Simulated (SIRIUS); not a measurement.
# GaAs (P-6m2) in SIRIUS: reference runs

Reference runs on GaAs: the cell as given.

Everything below comes from runs of SIRIUS 7.10.0. Logs are shortened: lines on timing, memory, paths and dates and some standing lists are left out, and cuts for length are marked. The log counts tension as positive stress, the text compression.

## 1. The crystal as given

The structure is hexagonal, space group P-6m2 (No. 187). Conventional cell: a = 3.606 Å, b = 3.606 Å, c = 3.573 Å, α = 90.00°, β = 90.00°, γ = 120.00°. Ga (site symmetry -6m2) has 6 As at 2.74 Å as nearest neighbours. As (site symmetry -6m2) is surrounded by 6 Ga at 2.74 Å.

The cell was built by a generator and needn't be a form met in nature.

## 2. Single point, PBE

Input file sirius.json:

```json
{
  "control": {
    "processing_unit": "cpu",
    "verbosity": 2,
    "num_bands_to_print": 22,
    "print_forces": true,
    "print_stress": true
  },
  "parameters": {
    "electronic_structure_method": "pseudopotential",
    "xc_functionals": ["XC_GGA_X_PBE", "XC_GGA_C_PBE"],
    "gk_cutoff": 9.2,
    "pw_cutoff": 18.4,
    "ngridk": [9, 9, 8],
    "shiftk": [0, 0, 0],
    "smearing": "fermi_dirac",
    "smearing_width": 0.0018374661,
    "num_bands": 22,
    "num_mag_dims": 0,
    "num_dft_iter": 100,
    "energy_tol": 1e-08,
    "density_tol": 1e-06
  },
  "iterative_solver": {
    "type": "davidson",
    "min_tolerance": 1e-09,
    "tolerance_scale": [0.1, 0.25]
  },
  "mixer": {
    "type": "anderson",
    "beta": 0.7,
    "max_history": 8
  },
  "settings": {
    "tol_ne": 1e-10,
    "pseudo_grid_cutoff": 6.5
  },
  "unit_cell": {
    "lattice_vectors": [
      [6.815110582419, 0.0, 0.0],
      [-3.407555281761, 5.902058886229, 0.0],
      [0.0, 0.0, 6.752358352512]
    ],
    "atom_coordinate_units": "lattice",
    "atom_types": ["Ga", "As"],
    "atom_files": {
      "Ga": "Ga.json",
      "As": "As.json"
    },
    "atoms": {
      "Ga": [
        [0.33333333, 0.66666667, 0.5]
      ],
      "As": [
        [0.0, 0.0, 0.0]
      ]
    }
  }
}
```

Potentials or basis: PseudoDojo 0.4.1 PBE standard (scalar relativistic).

The run is started by

```
> upf_to_json Ga.upf
> upf_to_json As.upf
> OMP_NUM_THREADS=1 sirius.scf --input=sirius.json --output=out.json --task=0
```

Log:

```text
[info] SIRIUS version : 7.10.0
[info] number of MPI ranks           : 1
[info] MPI grid                      : 1 1
[info] maximum number of OMP threads : 1
[fft] FFT context for density and potential
[fft] =====================================
[fft]   comm size                             : 1
[fft]   plane wave cutoff                     : 18.4
[fft]   grid size                             : 45 45 45   total : 91125
[fft]   grid limits                           : -22 22   -22 22   -22 22
[fft]   number of G-vectors within the cutoff : 14258
[fft]   local number of G-vectors             : 14258
[fft]   number of G-shells                    : 1459
[fft] FFT context for coarse grid
[fft] =====================================
[fft]   comm size                             : 1
[fft]   plane wave cutoff                     : 18.4
[fft]   grid size                             : 45 45 45   total : 91125
[fft]   grid limits                           : -22 22   -22 22   -22 22
[fft]   number of G-vectors within the cutoff : 14258
[fft]   local number of G-vectors             : 14258
[fft]   number of G-shells                    : 1459
[unit cell] lattice vectors
[unit cell]   a1 :       6.8151105824      0.0000000000      0.0000000000
[unit cell]   a2 :      -3.4075552818      5.9020588862      0.0000000000
[unit cell]   a3 :       0.0000000000      0.0000000000      6.7523583525
[unit cell] reciprocal lattice vectors
[unit cell]   b1 :       0.9219491351      0.5322875806     -0.0000000000
[unit cell]   b2 :       0.0000000000      1.0645751641      0.0000000000
[unit cell]   b3 :       0.0000000000     -0.0000000000      0.9305171585
[unit cell] unit cell volume :       271.60135227 [a.u.^3]
[unit cell] 1/sqrt(omega)    :         0.06067839
[unit cell] MT volume        :         0.00000000 ( 0.00%)
[unit cell] IT volume        :       271.60135227 (100.00%)
[unit cell] number of atom types : 2
[unit cell] type id : 0 symbol : Ga mt_radius :  19.010000 num_atoms : 1
[unit cell] type id : 1 symbol : As mt_radius :  13.570000 num_atoms : 1
[unit cell] total number of atoms : 2
[unit cell] number of symmetry classes : 2
[unit cell] number of PAW atoms : 0
[unit cell] atom id  type id  class id             position                      vector_field
[unit cell] ------------------------------------------------------------------------------------------
[unit cell]      0        0        0      0.33333   0.66667   0.50000      0.00000   0.00000   0.00000
[unit cell]      1        1        1      0.00000   0.00000   0.00000      0.00000   0.00000   0.00000
[unit cell] atom id         position (Cartesian, a.u.)
[unit cell] ---------------------------------------------
[unit cell]      0      -0.000000    3.934706    3.376179
[unit cell]      1       0.000000    0.000000    0.000000
[unit cell] class id : 0 atom id : 0
[unit cell] class id : 1 atom id : 1
[unit cell] minimum bond length:     5.184640
[unit cell] total number of pseudo wave-functions: 18
[sym] space group number   : 187
[sym] international symbol : P-6m2
[sym] Hall symbol          : P -6 2
[sym] space group transformation matrix :
[sym]   1.0000  0.0000  0.0000
[... 316 lines left out ...]
[find] band gap (eV)                  :       0.00000000
[find] Efermi                         :       0.38786644
[find] iteration : 10, RMS : 5.139993953342e-08, energy difference : -3.977334017691e-10
[find] Hartree energy of density residual : 1.135494715394e-13
[find] bands are converged : true
[find] iterative solver converged : true
[find] converged after 11 SCF iterations!
[find] Charges and magnetic moments
[find] --------------------------------------------------------------------------------
[find] total charge          : 28.000000
[find] Energy
[find] --------------------------------------------------------------------------------
[find] valence_eval_sum               :      -9.16867703
[find] <rho|V^{XC}>                   :     -29.50427146
[find] <rho|E^{XC}>                   :     -44.67652123
[find] <mag|B^{XC}>                   :       0.00000000
[find] <rho|V^{H}>                    :      99.50115838
[find] one-electron contribution      :     -79.16556396 (Ha),    -158.33112792 (Ry)
[find] hartree contribution           :      49.75057919
[find] xc contribution                :     -44.67652123
[find] ewald contribution             :    -108.44139268
[find] PAW contribution               :       0.00000000
[find] smearing (-TS)                 :      -0.00028939
[find] SCF correction                 :      -0.00000162
[find] Total energy                   :    -182.53290030 (Ha),    -365.06580060 (Ry)
[find] Free energy (E-TS)             :    -182.53318969 (Ha),    -365.06637939 (Ry)
[find] band gap (eV)                  :       0.00000000
[find] Efermi                         :       0.38786644
[ground_state] === stress tensor components [kbar] ===
[ground_state] === stress_kin ===
[ground_state] -100345.113619    0.000161   -0.000000
[ground_state]     0.000161-100345.113882    0.000000
[ground_state]    -0.000000    0.000000-100263.963801
[ground_state] === stress_har ===
[ground_state] -15984.806847    0.000026    0.000000
[ground_state]     0.000026-15984.806889   -0.000000
[ground_state]     0.000000   -0.000000-21922.326424
[ground_state] === stress_ewald ===
[ground_state] 42117.611964   -0.000067    0.000000
[ground_state]    -0.00006742117.612074    0.000000
[ground_state]     0.000000    0.00000033233.097744
[ground_state] === stress_vloc ===
[ground_state] -10489.346326    0.000017    0.000000
[ground_state]     0.000017-10489.346353    0.000000
[ground_state]     0.000000    0.000000 4307.638057
[ground_state] === stress_xc ===
[ground_state] -15823.092076    0.000025    0.000000
[ground_state]     0.000025-15823.092117    0.000000
[ground_state]     0.000000    0.000000-15830.653175
[ground_state] === stress_core ===
[ground_state] 27141.362543   -0.000043    0.000000
[ground_state]    -0.00004327141.362614    0.000000
[ground_state]     0.000000    0.00000027140.849681
[ground_state] === stress_nonloc ===
[ground_state] 73374.807756   -0.000117    0.000000
[ground_state]    -0.00011773374.807948    0.000000
[ground_state]     0.000000    0.00000073366.193465
[ground_state] === stress_us_nl ===
[ground_state] 73374.807756   -0.000117    0.000000
[ground_state]    -0.00011773374.807948    0.000000
[ground_state]     0.000000    0.00000073366.193465
[ground_state] === stress_total ===
[ground_state]    -8.576605    0.000000   -0.000000
[ground_state]     0.000000   -8.576605    0.000000
[ground_state]    -0.000000    0.000000   30.835547
[ground_state] ==== total Forces in Ha/bohr =====
[ground_state] atom:    0, force:      -0.0000000      0.0000000      0.0000000
[ground_state] atom:    1, force:       0.0000000     -0.0000000      0.0000000
[ground_state] ==== ultrasoft contribution from Qij =====
[ground_state] atom:    0, force:       0.0000000      0.0000000      0.0000000
[ground_state] atom:    1, force:       0.0000000      0.0000000      0.0000000
[ground_state] ==== non-local contribution from Beta-projector =====
[ground_state] atom:    0, force:      -0.0000000      0.0000000      0.0000000
[ground_state] atom:    1, force:       0.0000000      0.0000000      0.0000000
[ground_state] ==== contribution from local potential =====
[ground_state] atom:    0, force:      -0.0000000     -0.0000000      0.0000000
[ground_state] atom:    1, force:       0.0000000      0.0000000      0.0000000
[ground_state] ==== contribution from core density =====
[ground_state] atom:    0, force:      -0.0000000      0.0000000      0.0000000
[ground_state] atom:    1, force:       0.0000000     -0.0000000      0.0000000
[ground_state] ==== Ewald forces from ions =====
[ground_state] atom:    0, force:      -0.0000000      0.0000000      0.0000000
[ground_state] atom:    1, force:       0.0000000      0.0000000      0.0000000
[~DFT_ground_state] local op. applied: 33671
[~DFT_ground_state] evp. work count: 5995.41
[~DFT_ground_state] number of iterative solver steps: 2433
```

Wall time 1.8 min (1 thread of Arm Neoverse V1, shared host); peak memory 0.62 GiB.

Results:

- Free energy: -4966.9811 eV
- Pressure: -0.5 GPa
- Band gap on the k mesh: none (metal or under the smearing width)

Stress tensor (GPa, compression positive):
```
 0.86  0.00  0.00
 0.00  0.86  0.00
 0.00  0.00 -3.08
```
